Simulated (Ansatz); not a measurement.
The following input was run with Ansatz 0.2.0.

```yaml
crystal:
  lattice:
    - [16.8, 0.0, 0.0]
    - [0.0, 15.7, 0.0]
    - [0.0, 0.0, 5.1181270582]
  atoms:
    - { symbol: Mg, position: [0.4506683519, 0.3476141539, 0.0061832458] }
    - { symbol: Mg, position: [0.3520050558, 0.5304771692, 0.0061832458] }
    - { symbol: Mg, position: [0.5493316481, 0.5304771692, 0.0061832458] }
    - { symbol: Mg, position: [0.4506683519, 0.4695228308, 0.5061832458] }
    - { symbol: Mg, position: [0.6479949442, 0.4695228308, 0.5061832458] }
    - { symbol: Mg, position: [0.5493316481, 0.6523858461, 0.5061832458] }
    - { symbol: O, position: [0.4506683519, 0.3476141539, 0.3984167542] }
    - { symbol: O, position: [0.3520050558, 0.5304771692, 0.3984167542] }
    - { symbol: O, position: [0.5493316481, 0.5304771692, 0.3984167542] }
    - { symbol: O, position: [0.4506683519, 0.4695228308, 0.8984167542] }
    - { symbol: O, position: [0.6479949442, 0.4695228308, 0.8984167542] }
    - { symbol: O, position: [0.5493316481, 0.6523858461, 0.8984167542] }
    - { symbol: H, position: [0.3654709689, 0.2949790776, 0.9131251033] }
    - { symbol: H, position: [0.535865735, 0.2949790776, 0.9131251033] }
    - { symbol: H, position: [0.2668076728, 0.4778420929, 0.9131251033] }
    - { symbol: H, position: [0.3520050558, 0.6357473219, 0.9131251033] }
    - { symbol: H, position: [0.6479949442, 0.3642526781, 0.4131251033] }
    - { symbol: H, position: [0.7331923272, 0.5221579071, 0.4131251033] }
    - { symbol: H, position: [0.464134265, 0.7050209224, 0.4131251033] }
    - { symbol: H, position: [0.6345290311, 0.7050209224, 0.4131251033] }
    - { symbol: H, position: [0.4026209906, 0.317930419, 0.4508972183] }
    - { symbol: H, position: [0.4987157133, 0.317930419, 0.4508972183] }
    - { symbol: H, position: [0.3039576945, 0.5007934343, 0.4508972183] }
    - { symbol: H, position: [0.3520050558, 0.589844639, 0.4508972183] }
    - { symbol: H, position: [0.6479949442, 0.410155361, 0.9508972183] }
    - { symbol: H, position: [0.6960423055, 0.4992065657, 0.9508972183] }
    - { symbol: H, position: [0.5012842867, 0.682069581, 0.9508972183] }
    - { symbol: H, position: [0.5973790094, 0.682069581, 0.9508972183] }
basis:
  ecutwfc: 420
kpoints:
  mp_grid: { grid: [1, 1, 7] }
hamiltonian:
  xc: pbe
scf:
  occupations: { method: gaussian, width: 0.05 }
output:
  forces: true
  stress: true
  eigenvalues: true
  populations: true
  write_density: true
  write_potential: true
  elf: true
  volumetric_format: npy
relax:
  adjacent_minimum: "off"
  f_tol: 0.02
  max_steps: 45
  cell: { fix: [a, b, alpha, beta, gamma], stress_tol: 0.03 }
```

Launched with
```bash
ansatz run input.yaml --threads 4 --pin off --max-ram 11264MiB --backend cpu --events-out ev --progress --plain --runs-dir out
```

Computed with DFT PBE, scalar-relativistic, plane waves, PAW (Ansatz).

From the run's log, abridged (iterations and final results):

```
SCF iter   1: F=—  HF=-15202.164000 eV  |F-HF|=—  |Δ(HF+E_count)|=         —  Δρ=2.60e-3  dr2=2.45e-1  ethr=1.77e-3  ⟨swp⟩=9.8  Hψ=1890  notcnv=0  defer=54
SCF iter   2: F=—  HF=-15202.124843 eV  |F-HF|=—  |Δ(HF+E_count)|=   3.92e-2  Δρ=1.83e-3  dr2=4.06e-2  ethr=2.18e-4  ⟨swp⟩=3.0  Hψ=536  notcnv=0  defer=88
SCF iter   3: F=—  HF=-15202.130179 eV  |F-HF|=—  |Δ(HF+E_count)|=   5.34e-3  Δρ=7.44e-4  dr2=8.99e-3  ethr=3.63e-5  ⟨swp⟩=2.0  Hψ=386  notcnv=0  defer=88
SCF iter   4: F=—  HF=-15202.136823 eV  |F-HF|=—  |Δ(HF+E_count)|=   6.64e-3  Δρ=3.84e-4  dr2=1.66e-3  ethr=8.03e-6  ⟨swp⟩=2.0  Hψ=384  notcnv=0  defer=88
SCF iter   5: F=—  HF=-15202.138174 eV  |F-HF|=—  |Δ(HF+E_count)|=   1.35e-3  Δρ=9.83e-5  dr2=1.01e-4  ethr=1.48e-6  ⟨swp⟩=2.0  Hψ=374  notcnv=0  defer=88
SCF iter   6: F=—  HF=-15202.138244 eV  |F-HF|=—  |Δ(HF+E_count)|=   7.00e-5  Δρ=3.13e-5  dr2=9.99e-6  ethr=9.03e-8  ⟨swp⟩=2.0  Hψ=376  notcnv=0  defer=88
SCF iter   7: F=—  HF=-15202.137895 eV  |F-HF|=—  |Δ(HF+E_count)|=   3.49e-4  Δρ=7.14e-6  dr2=4.00e-7  ethr=8.92e-9  ⟨swp⟩=2.0  Hψ=560  notcnv=0  defer=88
SCF iter   8: F=-15202.137896 eV  HF=-15202.137896 eV  |F-HF|=9.15e-8  |Δ(HF+E_count)|=   1.25e-6  Δρ=1.54e-6  dr2=1.87e-8  ethr=8.93e-11  ⟨swp⟩=30.2  Hψ=3556  notcnv=0
SCF iter   9: F=-15202.137896 eV  HF=-15202.137896 eV  |F-HF|=9.26e-10  |Δ(HF+E_count)|=   9.61e-8  Δρ=1.96e-7  dr2=5.32e-10  ethr=1.67e-11  ⟨swp⟩=13.0  Hψ=2173  notcnv=0
SCF iter  10: F=-15202.137896 eV  HF=-15202.137896 eV  |F-HF|=9.09e-12  |Δ(HF+E_count)|=   1.07e-9  Δρ=4.60e-8  dr2=2.72e-11  ethr=1.00e-12  ⟨swp⟩=6.8  Hψ=1638  notcnv=0
SCF 1 converged in 10 iterations: F = -15202.137896 eV  dr2 = 2.72e-11
relax step   1: F+E_penalty+E_count = -15202.13789649 eV  Δ(F+E_penalty+E_count) = +0.000e0 eV  max|allowed force component| = 1.354e0 eV/Å  Δτ_max = 0.0000 Å  P = +1.120 GPa  Ω = 1349.957 Å³  fix = [a, b, alpha, beta, gamma]  reactions: a +1.023, b +1.255 GPa; gamma +0.199 GPa/rad (10 SCF iters, accepted)
Crystal: 28 atoms, lattice volume = 1344.895 Å³
Basis set: ecut = 420 eV, 26317 PW (Γ), exchange–correlation on 240×216×72 points (8 copies of the dense FFT grid, shifted against one another)
Initial density: handed on by an earlier stage of this run
Initial wavefunctions: those handed on with the density
SCF iter   1: F=—  HF=-15203.818786 eV  |F-HF|=—  |Δ(HF+E_count)|=         —  Δρ=6.51e-3  dr2=6.63e-1  ethr=5.92e-4  ⟨swp⟩=5.8  Hψ=1545  notcnv=0
SCF iter   2: F=—  HF=-15203.648268 eV  |F-HF|=—  |Δ(HF+E_count)|=   1.71e-1  Δρ=2.92e-3  dr2=8.71e-2  ethr=5.92e-4  ⟨swp⟩=3.5  Hψ=524  notcnv=0  defer=22
SCF iter   3: F=—  HF=-15203.643420 eV  |F-HF|=—  |Δ(HF+E_count)|=   4.85e-3  Δρ=1.72e-3  dr2=3.11e-2  ethr=7.78e-5  ⟨swp⟩=2.0  Hψ=488  notcnv=0  defer=89
SCF iter   4: F=—  HF=-15203.637135 eV  |F-HF|=—  |Δ(HF+E_count)|=   6.29e-3  Δρ=4.53e-4  dr2=1.61e-3  ethr=2.78e-5  ⟨swp⟩=2.0  Hψ=416  notcnv=0  defer=89
SCF iter   5: F=—  HF=-15203.637165 eV  |F-HF|=—  |Δ(HF+E_count)|=   2.97e-5  Δρ=1.33e-4  dr2=1.61e-4  ethr=1.44e-6  ⟨swp⟩=2.0  Hψ=361  notcnv=0  defer=89
SCF iter   6: F=—  HF=-15203.637189 eV  |F-HF|=—  |Δ(HF+E_count)|=   2.42e-5  Δρ=4.43e-5  dr2=2.09e-5  ethr=1.44e-7  ⟨swp⟩=2.0  Hψ=397  notcnv=0  defer=89
SCF iter   7: F=-15203.637195 eV  HF=-15203.637195 eV  |F-HF|=7.61e-7  |Δ(HF+E_count)|=   5.68e-6  Δρ=9.30e-6  dr2=8.09e-7  ethr=2.50e-9  ⟨swp⟩=25.2  Hψ=3740  notcnv=0
SCF iter   8: F=-15203.637196 eV  HF=-15203.637196 eV  |F-HF|=4.38e-8  |Δ(HF+E_count)|=   8.49e-7  Δρ=1.84e-6  dr2=2.82e-8  ethr=7.22e-10  ⟨swp⟩=12.2  Hψ=2269  notcnv=0
SCF iter   9: F=-15203.637196 eV  HF=-15203.637196 eV  |F-HF|=2.73e-11  |Δ(HF+E_count)|=   4.98e-8  Δρ=4.34e-7  dr2=1.70e-9  ethr=2.52e-11  ⟨swp⟩=9.0  Hψ=1948  notcnv=0
SCF 2 converged in 9 iterations: F = -15203.637196 eV  dr2 = 1.70e-9
relax step   2: F+E_penalty+E_count = -15203.63719560 eV  Δ(F+E_penalty+E_count) = -1.499e0 eV  max|allowed force component| = 8.451e-1 eV/Å  Δτ_max = 0.1947 Å  P = +0.450 GPa  Ω = 1344.895 Å³  energy of the carried Pulay correction = +2.669e-3 eV  fix = [a, b, alpha, beta, gamma]  reactions: a +0.184, b +0.464 GPa; gamma +0.240 GPa/rad (9 SCF iters, dr2 threshold 2.80e-6 eV, accepted)
Crystal: 28 atoms, lattice volume = 1347.051 Å³
Basis set: ecut = 420 eV, 26369 PW (Γ), exchange–correlation on 240×216×72 points (8 copies of the dense FFT grid, shifted against one another)
SCF iter   1: F=—  HF=-15204.964042 eV  |F-HF|=—  |Δ(HF+E_count)|=         —  Δρ=8.62e-3  dr2=9.77e-1  ethr=8.65e-4  ⟨swp⟩=4.0  Hψ=1531  notcnv=0
SCF iter   2: F=—  HF=-15204.752401 eV  |F-HF|=—  |Δ(HF+E_count)|=   2.12e-1  Δρ=3.92e-3  dr2=1.34e-1  ethr=8.65e-4  ⟨swp⟩=3.5  Hψ=512  notcnv=0  defer=23
SCF iter   3: F=—  HF=-15204.753051 eV  |F-HF|=—  |Δ(HF+E_count)|=   6.50e-4  Δρ=1.48e-3  dr2=2.21e-2  ethr=1.20e-4  ⟨swp⟩=2.2  Hψ=465  notcnv=0  defer=85
SCF iter   4: F=—  HF=-15204.750939 eV  |F-HF|=—  |Δ(HF+E_count)|=   2.11e-3  Δρ=6.78e-4  dr2=4.54e-3  ethr=1.98e-5  ⟨swp⟩=2.2  Hψ=391  notcnv=0  defer=85
SCF iter   5: F=—  HF=-15204.750563 eV  |F-HF|=—  |Δ(HF+E_count)|=   3.76e-4  Δρ=1.69e-4  dr2=2.62e-4  ethr=4.05e-6  ⟨swp⟩=2.0  Hψ=388  notcnv=0  defer=85
SCF iter   6: F=—  HF=-15204.750403 eV  |F-HF|=—  |Δ(HF+E_count)|=   1.60e-4  Δρ=4.55e-5  dr2=2.27e-5  ethr=2.34e-7  ⟨swp⟩=2.0  Hψ=428  notcnv=0  defer=85
SCF iter   7: F=-15204.750407 eV  HF=-15204.750408 eV  |F-HF|=4.29e-8  |Δ(HF+E_count)|=   4.53e-6  Δρ=1.44e-5  dr2=1.78e-6  ethr=2.50e-9  ⟨swp⟩=26.2  Hψ=3682  notcnv=0
SCF iter   8: F=-15204.750408 eV  HF=-15204.750408 eV  |F-HF|=5.57e-8  |Δ(HF+E_count)|=   6.11e-7  Δρ=2.40e-6  dr2=5.21e-8  ethr=1.59e-9  ⟨swp⟩=11.5  Hψ=2325  notcnv=0
SCF 3 converged in 8 iterations: F = -15204.750408 eV  dr2 = 5.21e-8
relax step   3: F+E_penalty+E_count = -15204.75040819 eV  Δ(F+E_penalty+E_count) = -1.113e0 eV  max|allowed force component| = 5.037e-1 eV/Å  Δτ_max = 0.1965 Å  P = -0.129 GPa  Ω = 1347.051 Å³  energy of the carried Pulay correction = +1.531e-3 eV  fix = [a, b, alpha, beta, gamma]  reactions: a -0.422, b -0.153 GPa; gamma +0.231 GPa/rad (8 SCF iters, dr2 threshold 2.80e-6 eV, accepted)
Crystal: 28 atoms, lattice volume = 1347.663 Å³
SCF iter   1: F=—  HF=-15205.659438 eV  |F-HF|=—  |Δ(HF+E_count)|=         —  Δρ=7.42e-3  dr2=8.08e-1  ethr=7.18e-4  ⟨swp⟩=4.8  Hψ=1568  notcnv=0
SCF iter   2: F=—  HF=-15205.458005 eV  |F-HF|=—  |Δ(HF+E_count)|=   2.01e-1  Δρ=3.35e-3  dr2=1.02e-1  ethr=7.18e-4  ⟨swp⟩=4.0  Hψ=568  notcnv=0
SCF iter   3: F=—  HF=-15205.453900 eV  |F-HF|=—  |Δ(HF+E_count)|=   4.11e-3  Δρ=1.12e-3  dr2=1.23e-2  ethr=9.10e-5  ⟨swp⟩=2.0  Hψ=515  notcnv=0  defer=89
   ...
SCF iter   4: F=—  HF=-15211.518273 eV  |F-HF|=—  |Δ(HF+E_count)|=   1.06e-4  Δρ=5.04e-5  dr2=2.91e-5  ethr=3.66e-8  ⟨swp⟩=3.0  Hψ=503  notcnv=0
SCF iter   5: F=—  HF=-15211.518267 eV  |F-HF|=—  |Δ(HF+E_count)|=   6.17e-6  Δρ=1.31e-5  dr2=1.70e-6  ethr=2.60e-8  ⟨swp⟩=2.0  Hψ=448  notcnv=0
SCF iter   6: F=—  HF=-15211.518267 eV  |F-HF|=—  |Δ(HF+E_count)|=   1.40e-7  Δρ=5.31e-6  dr2=2.95e-7  ethr=2.03e-10  ⟨swp⟩=17.2  Hψ=2540  notcnv=0
SCF iter   7: F=-15211.518267 eV  HF=-15211.518267 eV  |F-HF|=1.49e-8  |Δ(HF+E_count)|=   3.94e-8  Δρ=1.83e-6  dr2=2.83e-8  ethr=2.03e-10  ⟨swp⟩=11.0  Hψ=1954  notcnv=0
SCF 35 converged in 7 iterations: F = -15211.518267 eV  dr2 = 2.83e-8
relax step  35: F+E_penalty+E_count = -15211.51826683 eV  Δ(F+E_penalty+E_count) = -5.931e-4 eV  max|allowed force component| = 1.140e-2 eV/Å  Δτ_max = 0.0319 Å  P = -0.005 GPa  Ω = 1361.813 Å³  energy of the carried Pulay correction = -6.213e-3 eV  fix = [a, b, alpha, beta, gamma]  reactions: a -0.007, b -0.003 GPa; gamma +0.003 GPa/rad (7 SCF iters, dr2 threshold 2.27e-7 eV, accepted)
Initial wavefunctions: pseudopotential atomic-orbital guess (no wavefunctions were taken with the density)
SCF iter   1: F=—  HF=-15211.520541 eV  |F-HF|=—  |Δ(HF+E_count)|=         —  Δρ=5.59e-5  dr2=2.57e-6  ethr=1.41e-6  ⟨swp⟩=6.8  Hψ=2865  notcnv=0
SCF iter   2: F=—  HF=-15211.523309 eV  |F-HF|=—  |Δ(HF+E_count)|=   2.77e-3  Δρ=2.79e-5  dr2=8.46e-7  ethr=2.30e-9  ⟨swp⟩=2.8  Hψ=656  notcnv=0  defer=2
SCF iter   3: F=—  HF=-15211.524425 eV  |F-HF|=—  |Δ(HF+E_count)|=   1.12e-3  Δρ=1.09e-5  dr2=2.30e-7  ethr=7.55e-10  ⟨swp⟩=2.2  Hψ=490  notcnv=0  defer=2
SCF iter   4: F=—  HF=-15211.524743 eV  |F-HF|=—  |Δ(HF+E_count)|=   3.18e-4  Δρ=8.66e-7  dr2=6.51e-9  ethr=2.06e-10  ⟨swp⟩=3.0  Hψ=529  notcnv=0  defer=2
SCF iter   5: F=—  HF=-15211.524746 eV  |F-HF|=—  |Δ(HF+E_count)|=   3.36e-6  Δρ=5.75e-7  dr2=3.54e-9  ethr=5.81e-12  ⟨swp⟩=2.0  Hψ=503  notcnv=0  defer=22
SCF iter   6: F=—  HF=-15211.524747 eV  |F-HF|=—  |Δ(HF+E_count)|=   4.92e-7  Δρ=1.25e-7  dr2=1.75e-10  ethr=3.16e-12  ⟨swp⟩=2.0  Hψ=375  notcnv=0  defer=22
SCF iter   7: F=-15211.524747 eV  HF=-15211.524747 eV  |F-HF|=3.77e-9  |Δ(HF+E_count)|=   2.34e-9  Δρ=2.73e-8  dr2=1.08e-11  ethr=1.00e-12  ⟨swp⟩=18.2  Hψ=2227  notcnv=0
SCF 36 converged in 7 iterations: F = -15211.524747 eV  dr2 = 1.08e-11
WARN: The output density's exchange-correlation potential varies sharply where the density is thin. Do not read a vacuum level from v_tot or v_xc, or from such a field of the output density. On a cell that repeats whose density bears no net charge and no dipole along the vacuum's axis use v_es (v_loc + v_h of the components); under efield.dipole_correction with no amplitude use v_es + v_field, which holds any external_charges[].barrier, or the levels of the report's work_function block, which leave it out; under a non-zero efield.amplitude the vacuum is tilted and has no level; on a cell that repeats and bears such a dipole with no correction it is tilted too, and efield.dipole_correction wi ...
SCF converged after 7 iterations
Free energy (F): -15211.524747 eV
Harris-Foulkes:  -15211.524747 eV  (|F-HF|=3.77e-9)
Internal energy: -15211.524747 eV  (E = F + TS)
E sigma→0 (E₀):  -15211.524747 eV
Fermi energy:    -2.061767 eV
--- Per-component energies (eV) ---
  E_band       = -3162.543968
  E_kinetic    = 1731.821473
  E_local      = -55143.317933  (includes V_loc(G=0)·N_el)
  E_nonlocal   = 885.203278
  E_hartree    = 25365.153577
  E_xc         = -762.393514
  E_vxc        = -976.632887  (∫ρ·V_xc dr)
  E_paw        = -2710.978762  (= ΣΔE_a)
  E_vpaw       = -389.920346  (= ΣTr[D̂ρ^β])
  E_aug_tail   = -0.004929  (compensation charges beyond the density's cutoff)
  E_ewald      = 15422.992064
  E_smearing   =  0.000000  (= −TS)
--- Forces (eV/Å), atoms counted from 1 ---
  atom   1  Mg    -0.00025331     0.00126187    -0.00104524
  atom   2  Mg     0.00000845    -0.00103385     0.00394155
  atom   3  Mg    -0.00644312    -0.00459338    -0.00019032
  atom   4  Mg     0.00644312     0.00459338    -0.00019032
  atom   5  Mg    -0.00000845     0.00103385     0.00394155
  atom   6  Mg     0.00025331    -0.00126187    -0.00104524
  atom   7  O     -0.00040870    -0.00378148     0.00047842
  atom   8  O     -0.00465649    -0.00099776    -0.00049961
  atom   9  O      0.00016312    -0.00262022     0.00144330
  atom  10  O     -0.00016312     0.00262022     0.00144330
  atom  11  O      0.00465649     0.00099776    -0.00049961
  atom  12  O      0.00040870     0.00378148     0.00047842
  atom  13  H     -0.00062326    -0.00195434    -0.01104952
  atom  14  H     -0.00092102    -0.00090521    -0.00121116
  atom  15  H     -0.00149887     0.00089353    -0.00821028
  atom  16  H      0.00100675    -0.00018938     0.00158454
  atom  17  H     -0.00100675     0.00018938     0.00158454
  atom  18  H      0.00149887    -0.00089353    -0.00821028
  atom  19  H      0.00092102     0.00090521    -0.00121116
  atom  20  H      0.00062326     0.00195434    -0.01104952
  atom  21  H      0.00082812     0.00306073     0.00963666
  atom  22  H      0.00005698     0.00233946    -0.00076588
  atom  23  H      0.00260009    -0.00119953     0.00665922
  atom  24  H      0.00215339    -0.00087802    -0.00077065
  atom  25  H     -0.00215339     0.00087802    -0.00077065
  atom  26  H     -0.00260009     0.00119953     0.00665922
  atom  27  H     -0.00005698    -0.00233946    -0.00076588
  atom  28  H     -0.00082812    -0.00306073     0.00963666
--- Stress (GPa, compression-positive) ---
       -0.002708       0.000033       0.000000
        0.000033      -0.001872       0.000000
        0.000000       0.000000       0.005186
  P = ⅓ Tr σ = 0.0002 GPa (0.002 kbar)
--- Band table (eV) ---
  k-point 0: bands = ["-77.6980", "-77.6979", "-77.6964", "-77.6964", "-77.4588", "-77.4587", "-44.5326", "-44.5315", "-44.5292", "-44.5285", "-44.4404", "-44.4385", "-44.4372", "-44.4352", "-44.4062", "-44.4056", "-44.3929", "-44.3924", "-44.2605", "-44.2601", "-44.2232", "-44.2228", "-44.1745", "-44.1744", "-22.3724", "-22.3425", "-22.2863", "-22.2750", "-20.5422", "-20.0704", "-10.0551", "-9.9655", "-9.5988", "-9.5973", "-9.1420", "-9.1375", "-8.9469", "-8.9437", "-8.3616", "-7.7291", "-7.5902", "-6.9683", "-6.6241", "-6.5977", "-6.5712", "-6.5666", "-6.4942", "-6.2495", "-5.9306", "-5.7701", "-5.4426", "-5.2464", "-5.1760", "-4.9210", "-4.6949", "-4.4089", "0.3383", "0.3719", "0.5102", " ...
  k-point 1: bands = ["-77.6979", "-77.6978", "-77.6965", "-77.6964", "-77.4588", "-77.4587", "-44.5325", "-44.5314", "-44.5294", "-44.5287", "-44.4404", "-44.4387", "-44.4371", "-44.4353", "-44.4054", "-44.4049", "-44.3935", "-44.3930", "-44.2605", "-44.2601", "-44.2232", "-44.2228", "-44.1745", "-44.1744", "-22.3691", "-22.3423", "-22.2852", "-22.2749", "-20.5214", "-20.0963", "-10.0662", "-9.9855", "-9.6323", "-9.6244", "-9.1322", "-9.1304", "-8.9303", "-8.9290", "-8.2803", "-7.7096", "-7.5656", "-7.0190", "-6.8315", "-6.7404", "-6.5514", "-6.4116", "-6.3389", "-6.1767", "-5.9209", "-5.7710", "-5.4428", "-5.2752", "-5.1592", "-4.9466", "-4.7554", "-4.4626", "0.3034", "0.4330", "0.4564", " ...
  k-point 2: bands = ["-77.6977", "-77.6976", "-77.6967", "-77.6966", "-77.4587", "-77.4587", "-44.5321", "-44.5310", "-44.5300", "-44.5292", "-44.4402", "-44.4390", "-44.4368", "-44.4355", "-44.4034", "-44.4031", "-44.3951", "-44.3949", "-44.2604", "-44.2602", "-44.2230", "-44.2228", "-44.1746", "-44.1745", "-22.3610", "-22.3427", "-22.2823", "-22.2752", "-20.4617", "-20.1675", "-10.0870", "-10.0314", "-9.6969", "-9.6835", "-9.1152", "-9.1121", "-8.8979", "-8.8964", "-8.0657", "-7.6670", "-7.5282", "-7.1224", "-7.0802", "-6.8336", "-6.5023", "-6.3640", "-6.1662", "-6.0395", "-5.8757", "-5.7761", "-5.4277", "-5.3381", "-5.0974", "-5.0131", "-4.8996", "-4.6075", "0.2857", "0.4357", "0.7310",  ...
  k-point 3: bands = ["-77.6974", "-77.6973", "-77.6970", "-77.6969", "-77.4587", "-77.4587", "-44.5314", "-44.5307", "-44.5305", "-44.5299", "-44.4399", "-44.4395", "-44.4364", "-44.4359", "-44.4006", "-44.4005", "-44.3976", "-44.3976", "-44.2604", "-44.2603", "-44.2228", "-44.2228", "-44.1746", "-44.1746", "-22.3519", "-22.3454", "-22.2789", "-22.2764", "-20.3717", "-20.2667", "-10.0942", "-10.0745", "-9.7386", "-9.7320", "-9.1021", "-9.0995", "-8.8735", "-8.8723", "-7.7710", "-7.6137", "-7.5526", "-7.4434", "-7.0299", "-6.9181", "-6.4454", "-6.3943", "-6.0408", "-5.9761", "-5.8220", "-5.7904", "-5.3903", "-5.3730", "-5.0764", "-5.0410", "-4.9743", "-4.7974", "0.4371", "0.6789", "0.6894",  ...
--- Relaxed structure (35 steps of the walk, 32 accepted, 1 SCFs on fresh bases) ---
  F+E_penalty+E_count = -15211.52474664 eV   max|allowed force component| = 1.105e-2 eV/Å   (the final SCF, on the basis selected at the relaxed cell)
  cell:  # Å, volume = 1361.8129 Å³
    - [16.8, 3.62797613e-112, 0.0]
    - [3.39043007e-112, 15.7, 0.0]
    - [0.0, 0.0, 5.16307607]
  atoms:
    - { symbol: Mg, position: [0.51046251, 0.37094154, 0.01033584] }
    - { symbol: Mg, position: [0.40065704, 0.57387449, 0.01017772] }
    - { symbol: Mg, position: [0.56888810, 0.54265011, -0.00891824] }
    - { symbol: Mg, position: [0.43111189, 0.45734988, 0.49108175] }
    - { symbol: Mg, position: [0.59934295, 0.42612550, 0.51017772] }
    - { symbol: Mg, position: [0.48953748, 0.62905845, 0.51033584] }
    - { symbol: O, position: [0.44283122, 0.34669647, 0.31159829] }
    - { symbol: O, position: [0.34724346, 0.52312418, 0.31114216] }
    - { symbol: O, position: [0.53383861, 0.52105605, 0.35833591] }
    - { symbol: O, position: [0.46616138, 0.47894394, 0.85833591] }
    - { symbol: O, position: [0.65275653, 0.47687581, 0.81114216] }
    - { symbol: O, position: [0.55716877, 0.65330352, 0.81159829] }
    - { symbol: H, position: [0.34664973, 0.28327424, 0.92623368] }
    - { symbol: H, position: [0.54877772, 0.33006358, 0.69912236] }
    - { symbol: H, position: [0.24824882, 0.46483477, 0.92587079] }
    - { symbol: H, position: [0.38649335, 0.62965809, 0.69885407] }
    - { symbol: H, position: [0.61350664, 0.37034190, 0.19885407] }
    - { symbol: H, position: [0.75175117, 0.53516522, 0.42587079] }
    - { symbol: H, position: [0.45122227, 0.66993641, 0.19912236] }
    - { symbol: H, position: [0.65335026, 0.71672575, 0.42623368] }
    - { symbol: H, position: [0.34053046, 0.27266382, 0.78530541] }
    - { symbol: H, position: [0.46551604, 0.30472247, 0.42869531] }
    - { symbol: H, position: [0.23637654, 0.46449711, 0.78515915] }
    - { symbol: H, position: [0.32428547, 0.56499706, 0.42797678] }
    - { symbol: H, position: [0.67571452, 0.43500293, 0.92797678] }
    - { symbol: H, position: [0.76362345, 0.53550288, 1.28515915] }
    - { symbol: H, position: [0.53448395, 0.69527752, 0.92869531] }
    - { symbol: H, position: [0.65946953, 0.72733617, 1.28530541] }
--- Löwdin populations: 28 sites ---
  site symbol q [e]
     0     Mg      8.5055
     1     Mg      8.5056
     2     Mg      8.4344
     3     Mg      8.4344
     4     Mg      8.5056
     5     Mg      8.5055
     6      O      7.0762
     7      O      7.0763
     8      O      7.4071
     9      O      7.4071
    10      O      7.0763
    11      O      7.0762
    12      H      0.9666
    13      H      1.6283
    14      H      0.9666
    15      H      1.6283
    16      H      1.6283
    17      H      0.9666
    18      H      1.6283
    19      H      0.9666
    20      H      0.9765
    21      H      0.6190
    22      H      0.9765
    23      H      0.6185
    24      H      0.6185
    25      H      0.9765
    26      H      0.6190
    27      H      0.9765
  spilling = 0.010973 (of n_electrons = 112.000000)
```

The relaxation met its thresholds.

It took 6.8 min on 4 threads of Intel(R) Xeon(R) 6975P-C (Granite Rapids), on a shared host, peak memory 2.4 GiB.